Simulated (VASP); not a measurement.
# TiC in VASP: notebook

The runs below take TiC through single point, with PBEsol.

Program: VASP 6.6.1. These are calculated values, not measurements. Logs are shortened: lines on timing, memory, paths and dates and some standing lists are left out, and cuts for length are marked.

## Step 1: The cell of the first run

The cell holds a slab with vacuum, 14 atoms: a = 3.036 Å, b = 3.036 Å, c = 27.880 Å, α = 90.00°, β = 90.00°, γ = 90.00°.

## Step 2: Single point, PBEsol ((1 0 0) slab, atoms relaxed)

Contents of INCAR:

```
SYSTEM = TiC
ALGO = Fast
DIPOL = 0.5 0.5 0.500
EDIFF = 1E-7
ENCUT = 520
GGA = PS
IDIPOL = 3
ISIF = 2
ISMEAR = 0
LASPH = .TRUE.
LCHARG = .TRUE.
LDIPOL = .TRUE.
LELF = .TRUE.
LREAL = .FALSE.
LVACPOTAV = .TRUE.
LVHAR = .TRUE.
LWAVE = .FALSE.
NBANDS = 69
NELM = 100
PREC = Accurate
SIGMA = 0.1
```

Contents of KPOINTS:

```
k-points
0
G
  11 11 1
  0 0 0
```

Contents of POSCAR:

```
TiC
1.0
    3.0358609370      0.0000000000      0.0000000000
    0.0000000000      3.0358609370      0.0000000000
    0.0000000000      0.0000000000     27.8800671317
Ti C
7 7
Direct
    0.5000000000      0.5000000000      0.2717070283
    0.0000000000      0.0000000000      0.3467464868
    0.5000000000      0.5000000000      0.4232837040
    0.0000000000      0.0000000000      0.5000000000
    0.5000000000      0.5000000000      0.5767162966
    0.0000000000      0.0000000000      0.6532535129
    0.5000000000      0.5000000000      0.7282929711
    0.0000000000      0.0000000000      0.2677330429
    0.5000000000      0.5000000000      0.3456390166
    0.0000000000      0.0000000000      0.4226830803
    0.5000000000      0.5000000000      0.5000000002
    0.0000000000      0.0000000000      0.5773169204
    0.5000000000      0.5000000000      0.6543609832
    0.0000000000      0.0000000000      0.7322669567
```

Potentials or basis: VASP PAW PBE potentials, release 64 (Ti_sv, C).

Command:

```bash
$ cat potpaw_PBE.64/Ti_sv/POTCAR potpaw_PBE.64/C/POTCAR > POTCAR
$ mpirun -np 1 vasp_std > vasp.out
```

OUTCAR:

```text
SYSTEM = TiC
   EDIFF = 1E-7
   ENCUT = 520
   GGA = PS
   ISIF = 2
   ISMEAR = 0
   LASPH = .TRUE.
   LREAL = .FALSE.
   NELM = 100
   PREC = Accurate

 ion  position               nearest neighbor table
   1  0.500  0.500  0.272-   9 2.06   8 2.15   8 2.15   8 2.15   8 2.15
   2  0.000  0.000  0.347-  10 2.12   9 2.15   9 2.15   9 2.15   9 2.15   8 2.20
   3  0.500  0.500  0.423-  11 2.14  10 2.15  10 2.15  10 2.15  10 2.15   9 2.16
   4  0.000  0.000  0.500-  11 2.15  11 2.15  11 2.15  11 2.15  10 2.16  12 2.16
   5  0.500  0.500  0.577-  11 2.14  12 2.15  12 2.15  12 2.15  12 2.15  13 2.16
   6  0.000  0.000  0.653-  12 2.12  13 2.15  13 2.15  13 2.15  13 2.15  14 2.20
   7  0.500  0.500  0.728-  13 2.06  14 2.15  14 2.15  14 2.15  14 2.15
   8  0.000  0.000  0.268-   1 2.15   1 2.15   1 2.15   1 2.15   2 2.20
   9  0.500  0.500  0.346-   1 2.06   2 2.15   2 2.15   2 2.15   2 2.15   3 2.16
  10  0.000  0.000  0.423-   2 2.12   3 2.15   3 2.15   3 2.15   3 2.15   4 2.16
  11  0.500  0.500  0.500-   3 2.14   5 2.14   4 2.15   4 2.15   4 2.15   4 2.15
  12  0.000  0.000  0.577-   6 2.12   5 2.15   5 2.15   5 2.15   5 2.15   4 2.16
  13  0.500  0.500  0.654-   7 2.06   6 2.15   6 2.15   6 2.15   6 2.15   5 2.16
  14  0.000  0.000  0.732-   7 2.15   7 2.15   7 2.15   7 2.15   6 2.20

  LATTYP: Found a simple tetragonal cell.
 ALAT       =     3.0358609370
 C/A-ratio  =     9.1835784676

  Lattice vectors:

 A1 = (   3.0358609370,   0.0000000000,   0.0000000000)
 A2 = (   0.0000000000,   3.0358609370,   0.0000000000)
 A3 = (   0.0000000000,   0.0000000000,  27.8800671317)

Analysis of symmetry for initial positions (statically):
=====================================================================
 Subroutine PRICEL returns:
 Original cell was already a primitive cell.

 Routine SETGRP: Setting up the symmetry group for a
 simple tetragonal supercell.

 Subroutine GETGRP returns: Found 16 space group operations
 (whereof 16 operations were pure point group operations)
 out of a pool of 16 trial point group operations.

The static configuration has the point symmetry D_4h.

Analysis of symmetry for dynamics (positions and initial velocities):
=====================================================================
 Subroutine PRICEL returns:
 Original cell was already a primitive cell.

 Routine SETGRP: Setting up the symmetry group for a
 simple tetragonal supercell.

 Subroutine GETGRP returns: Found 16 space group operations
 (whereof 16 operations were pure point group operations)
 out of a pool of 16 trial point group operations.

The dynamic configuration has the point symmetry D_4h.

 Subroutine INISYM returns: Found 16 space group operations
 (whereof 16 operations are pure point group operations),
 and found     1 'primitive' translations

----------------------------------------------------------------------------------------

                                     Primitive cell

  volume of cell :     256.9553

  direct lattice vectors                    reciprocal lattice vectors
     3.035860937  0.000000000  0.000000000     0.329395852  0.000000000  0.000000000
     0.000000000  3.035860937  0.000000000     0.000000000  0.329395852  0.000000000
     0.000000000  0.000000000 27.880067132     0.000000000  0.000000000  0.035867919

  length of vectors
     3.035860937  3.035860937 27.880067132     0.329395852  0.329395852  0.035867919

  position of ions in fractional coordinates (direct lattice)
     0.500000000  0.500000000  0.271707028
     0.000000000  0.000000000  0.346746487
     0.500000000  0.500000000  0.423283704
     0.000000000  0.000000000  0.500000000
     0.500000000  0.500000000  0.576716297
     0.000000000  0.000000000  0.653253513
     0.500000000  0.500000000  0.728292971
     0.000000000  0.000000000  0.267733043
     0.500000000  0.500000000  0.345639017
     0.000000000  0.000000000  0.422683080
     0.500000000  0.500000000  0.500000000
     0.000000000  0.000000000  0.577316920
     0.500000000  0.500000000  0.654360983
     0.000000000  0.000000000  0.732266957

  ion indices of the primitive-cell ions
   primitive index   ion index
[... 28 lines left out ...]
     0.000000000  0.000000000  0.035867919     0.000000000  0.000000000  1.000000000

  Length of vectors
     0.029945077  0.029945077  0.035867919

  Shift w.r.t. Gamma in fractional coordinates (k-lattice)
     0.000000000  0.000000000  0.000000000

 Subroutine IBZKPT returns following result:
 ===========================================

 Found     21 irreducible k-points:

 Following reciprocal coordinates:
            Coordinates               Weight
  0.000000  0.000000  0.000000      1.000000
  0.090909  0.000000  0.000000      4.000000
  0.181818  0.000000  0.000000      4.000000
  0.272727  0.000000  0.000000      4.000000
  0.363636  0.000000  0.000000      4.000000
  0.454545  0.000000  0.000000      4.000000
[... 13 lines left out ...]
  0.454545  0.363636  0.000000      8.000000
  0.454545  0.454545  0.000000      4.000000
   k-points           NKPTS =     21   k-points in BZ     NKDIM =     21   number of bands    NBANDS=     69
   number of dos      NEDOS =    301   number of ions     NIONS =     14
   total plane-waves  NPLWV = 120960
   dimension x,y,z NGX =    24 NGY =   24 NGZ =  210
   dimension x,y,z NGXF=    48 NGYF=   48 NGZF=  420
   ions per type =               7   7
   NGX,Y,Z   is equivalent  to a cutoff of  13.14, 13.14, 12.52 a.u.
   NGXF,Y,Z  is equivalent  to a cutoff of  26.29, 26.29, 25.04 a.u.
 SYSTEM =  TiC
   PREC   = accura    normal or accurate (medium, high low for compatibility)
   ISTART =      0    job   : 0-new  1-cont  2-samecut
   ICHARG =      2    charge: 1-file 2-atom 10-const
   ISPIN  =      1    spin polarized calculation?
   LNONCOLLINEAR =      F non collinear calculations
   LSORBIT =      F    spin-orbit coupling
   LASPH  =      T    aspherical Exc in radial PAW
   ENCUT  =  520.0 eV  38.22 Ry    6.18 a.u.   5.64  5.64 51.84*2*pi/ulx,y,z
   NELM   =    100;   NELMIN=  2; NELMDL= -5     # of ELM steps
   EDIFF  = 0.1E-06   stopping-criterion for ELM
   LREAL  =      F    real-space projection
   EDIFFG = 0.1E-05   stopping-criterion for IOM
   NSW    =      0    number of steps for IOM
   IBRION =     -1    ionic relax: 0-MD 1-quasi-New 2-CG
   NFREE  =      0    steps in history (QN), initial steepest desc. (CG)
   ISIF   =      2    stress and relaxation
   ISYM   =      2    0-nonsym 1-usesym 2-fastsym
   POTIM  = 0.5000    time-step for ionic-motion
   TEBEG  =    0.0;   TEEND  =   0.0 temperature during run
   PSTRESS=    0.0 pullay stress
   NELECT =     112.0000    total number of electrons
   NUPDOWN=      -1.0000    fix difference up-down
   EMIN   =  10.00;   EMAX   =-10.00  energy-range for DOS
   EFERMI =   0.00;   METHOD = LEGACY
   ISMEAR =     0;   SIGMA  =   0.10  broadening in eV -4-tet -1-fermi 0-gaus
   EFERMI_NEDOS =   21; number of points for ismear=-14 and -15
   IALGO  =     68    algorithm
   IMIX   =      4    mixing-type and parameters
     AMIX     =   0.40;   BMIX     =  1.00
     AMIX_MAG =   1.60;   BMIX_MAG =  1.00
  volume/ion in A,a.u.               =      18.35       123.86
  Fermi-wavevector in a.u.,A,eV,Ry     =   1.241257  2.345635 20.962748  1.540719
  Thomas-Fermi vector in A             =   2.375662
   LORBIT       =      0    0 simple, 1 ext, 2 COOP (PROOUT), +10 PAW based schemes
   GGA     = PS    functional components
   LHFCALC =     F    Hartree Fock is set to
   AEXX    =    0.0000 exact exchange contribution
   IVDW    =     0    specifies the selected vdW correction
   LEPSILON=     F    determine dielectric tensor
   LRPA    =     F    only Hartree local field effects (RPA)
 non-spin polarized calculation
 RMM-DIIS sequential band-by-band and
 Gauss-broadening in eV      SIGMA  =   0.10
  energy-cutoff  :      520.00
  volume of cell :      256.96
 maximum number of plane-waves:      6960
 NGX is ok and might be reduce to    24
   NGX = 11   NGY = 11   NGZ =103

 number of electron     112.0000013 magnetization

 dipolmoment           0.000000      0.000000      0.000000 electrons x Angstroem

 Free energy of the ion-electron system (eV)
  ---------------------------------------------------
  ext. energy  EPLUGINS =         0.00000000
  ---------------------------------------------------
  free energy    TOTEN  =      -136.45591629 eV

  energy without entropy =     -136.44255692  energy(sigma->0) =     -136.44923660

 E-fermi :   2.9831     XC(G=0):  -7.6209

 val. band max:        2.9639673667   @ k =   0.0000   0.0000   0.0000
 cond. band min:       2.9939836309   @ k =   0.3636   0.2727   0.0000
 fundamental gap:      0.0300162641
 Fermi energy:         2.9831494510

 k-point     1 :       0.0000    0.0000    0.0000
  band No.  band energies     occupation
      1     -53.2082      2.00000
      2     -53.1667      2.00000
      3     -53.1392      2.00000
      4     -53.1005      2.00000
      5     -53.0942      2.00000
      6     -52.9781      2.00000
[... 1480 lines left out ...]
     67       6.3674      0.00000
     68       6.5391      0.00000
 [bands above 68 left out]

------------------------ aborting loop because EDIFF is reached ----------------------------------------

  FORCE on cell =-STRESS in cart. coord.  units (eV):
  Direction    XX          YY          ZZ          XY          YZ          ZX
  --------------------------------------------------------------------------------------
  -------------------------------------------------------------------------------------
  Total       -4.0382593     -4.0382593      0.1389943      0.0000000      0.0000000      0.0000000
  in kB      -25.1795067    -25.1795067      0.8666627      0.0000000      0.0000000      0.0000000
  external PRESSURE =     -16.4974502 kB  Pullay stress =       0.0000000 kB

 VOLUME and BASIS-vectors are now :
 -----------------------------------------------------------------------------
  energy-cutoff  :      520.00
  volume of cell :      256.96
      direct lattice vectors                 reciprocal lattice vectors
     3.035860937  0.000000000  0.000000000     0.329395852  0.000000000  0.000000000
     0.000000000  3.035860937  0.000000000     0.000000000  0.329395852  0.000000000
     0.000000000  0.000000000 27.880067132     0.000000000  0.000000000  0.035867919

 POSITION                                       TOTAL-FORCE (eV/Angst)
 -----------------------------------------------------------------------------------
      1.51793      1.51793      7.57521         0.000000     -0.000000     -0.005122
      0.00000      0.00000      9.66732        -0.000000      0.000000     -0.003102
      1.51793      1.51793     11.80118         0.000000      0.000000      0.000368
      0.00000      0.00000     13.94003        -0.000000     -0.000000     -0.000000
      1.51793      1.51793     16.07889        -0.000000      0.000000     -0.000368
      0.00000      0.00000     18.21275         0.000000      0.000000      0.003102
      1.51793      1.51793     20.30486        -0.000000     -0.000000      0.005122
      0.00000      0.00000      7.46442         0.000000     -0.000000     -0.010262
      1.51793      1.51793      9.63644        -0.000000      0.000000      0.000196
      0.00000      0.00000     11.78443        -0.000000     -0.000000      0.000344
      1.51793      1.51793     13.94003        -0.000000     -0.000000     -0.000000
      0.00000      0.00000     16.09563        -0.000000     -0.000000     -0.000344
      1.51793      1.51793     18.24363        -0.000000     -0.000000     -0.000196
      0.00000      0.00000     20.41565        -0.000000     -0.000000      0.010262
 -----------------------------------------------------------------------------------
    total drift:                                0.000000     -0.000000      0.000019

  FREE ENERGIE OF THE ION-ELECTRON SYSTEM (eV)
  ---------------------------------------------------
  free  energy   TOTEN  =      -136.4559162865 eV

  energy  without entropy=     -136.4425569153  energy(sigma->0) =     -136.44923660

 vacuum level on the upper side and lower side of the slab         7.640         7.640
```

Wall time 27 min (1 thread of Intel Xeon Platinum 8259CL at 2.50GHz (Skylake/Cascade Lake), shared host); peak memory 0.49 GiB.

Results:

* Free energy: -136.4559 eV
* Largest force: 0.010 eV/Å
* Band gap on the k mesh: none (metal or under the smearing width)
* Work function of the upper face: 4.66 eV
* Work function of the lower face: 4.66 eV

Forces in eV/Å, atoms in the order of the input:
```
Ti   0.000  0.000 -0.005
Ti   0.000  0.000 -0.003
Ti   0.000  0.000  0.000
Ti   0.000  0.000  0.000
Ti   0.000  0.000  0.000
Ti   0.000  0.000  0.003
Ti   0.000  0.000  0.005
C    0.000  0.000 -0.010
C    0.000  0.000  0.000
C    0.000  0.000  0.000
C    0.000  0.000  0.000
C    0.000  0.000  0.000
C    0.000  0.000  0.000
C    0.000  0.000  0.010
```

Caveat: the PAW data sets were made with another functional, which shifts forces and pressure a little.

## Step 3: Single point, PBEsol ((1 0 0) slab cut from the bulk)

Contents of INCAR:

```
  ALGO = Fast
  DIPOL = 0.5 0.5 0.500
  EDIFF = 1E-6
  ENCUT = 520
  GGA = PS
  IDIPOL = 3
  ISIF = 2
  ISMEAR = 0
  LASPH = T
  LCHARG = T
  LDIPOL = T
  LELF = T
  LREAL = F
  LVACPOTAV = T
  LVHAR = T
  LWAVE = F
  NBANDS = 69
  NELM = 100
  PREC = Accurate
  SIGMA = 0.1
```

Contents of KPOINTS:

```
k-points
0
Gamma
  11 11 1
```

Contents of POSCAR:

```
TiC
1.0
    3.0358609370      0.0000000000      0.0000000000
    0.0000000000      3.0358609370      0.0000000000
    0.0000000000      0.0000000000     27.8800671317
Ti C
7 7
Direct
    0.5000000000      0.5000000000      0.2690093953
    0.0000000000      0.0000000000      0.3460062635
    0.5000000000      0.5000000000      0.4230031318
    0.0000000000      0.0000000000      0.5000000000
    0.5000000000      0.5000000000      0.5769968682
    0.0000000000      0.0000000000      0.6539937365
    0.5000000000      0.5000000000      0.7309906047
    0.0000000000      0.0000000000      0.2690093953
    0.5000000000      0.5000000000      0.3460062635
    0.0000000000      0.0000000000      0.4230031318
    0.5000000000      0.5000000000      0.5000000000
    0.0000000000      0.0000000000      0.5769968682
    0.5000000000      0.5000000000      0.6539937365
    0.0000000000      0.0000000000      0.7309906047
```

Potentials or basis: VASP PAW PBE potentials, release 64 (Ti_sv, C).

Command:

```bash
$ cat potpaw_PBE.64/Ti_sv/POTCAR potpaw_PBE.64/C/POTCAR > POTCAR
$ mpirun -np 1 vasp_std > vasp.out
```

It took 21 min on 1 thread of Intel Xeon Platinum 8259CL at 2.50GHz (Skylake/Cascade Lake), shared host; peak memory 0.49 GiB.

It converged, with:

- Free energy: -136.2936 eV
- Largest force: 1.449 eV/Å
- Band gap on the k mesh: none (metal or under the smearing width)
- Work function of the upper face: 4.22 eV
- Work function of the lower face: 4.22 eV

Forces on the atoms (eV/Å):
```
Ti   0.000  0.000  1.449
Ti   0.000  0.000  0.266
Ti   0.000  0.000  0.099
Ti   0.000  0.000  0.000
Ti   0.000  0.000 -0.099
Ti   0.000  0.000 -0.266
Ti   0.000  0.000 -1.449
C    0.000  0.000 -0.985
C    0.000  0.000 -0.680
C    0.000  0.000 -0.177
C    0.000  0.000  0.000
C    0.000  0.000  0.177
C    0.000  0.000  0.680
C    0.000  0.000  0.985
```

Levels at points of the mesh, in eV from the Fermi level:
| k point | band 52 | band 53 | band 54 | band 55 | band 56 | band 57 | band 58 | band 59 | band 60 | band 61 |
| --- | --- | --- | --- | --- | --- | --- | --- | --- | --- | --- |
| (0.00, 0.00, 0.00) | -0.04 | -0.04 | -0.02 | 0.00 | 0.19 | 0.19 | 0.39 | 0.50 | 0.50 | 0.64 |

Caveat: the PAW data sets were made with another functional, which shifts forces and pressure a little.
